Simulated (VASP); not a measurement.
**ZrC: equation of state with PBE+D3(BJ)**

ZrC:

```
CELL_PARAMETERS angstrom
0.00000 2.33687 2.33687
2.33687 0.00000 2.33687
2.33687 2.33687 0.00000
ATOMIC_POSITIONS crystal
Zr 0.50000 0.50000 0.50000
C 0.00000 0.00000 0.00000
```

```json
{
  "Program": "VASP 6.6.1",
  "Task": "equation of state",
  "Functional": "PBE",
  "Dispersion": "D3(BJ)",
  "Potentials or basis": "VASP PAW PBE potentials, release 64 (Zr_sv, C)",
  "Cutoff": "520 eV",
  "k mesh": "8 × 8 × 8",
  "Occupations": "fermi-dirac, width 0.05 eV",
  "Spin": "no spin polarisation",
  "Ladder": "gaps",
  "Further INCAR settings": "ALGO = Normal; EDIFF = 1e-07"
}
```

- Equilibrium volume: 12.77 Å³/atom
- Bulk modulus: 232 GPa
- Pressure derivative of the bulk modulus: 4.0 (rough: it moves with the points fitted)

Energy against volume, from the lowest point:
```csv
volume (Å³/atom),energy (meV/atom)
12.251,16.56
12.506,4.18
12.762,0.00
13.017,3.23
13.272,13.18
```

All runs of the series together: 64 s on 1 thread of AMD EPYC 7R13 Processor (Zen 3), with other jobs on the host.
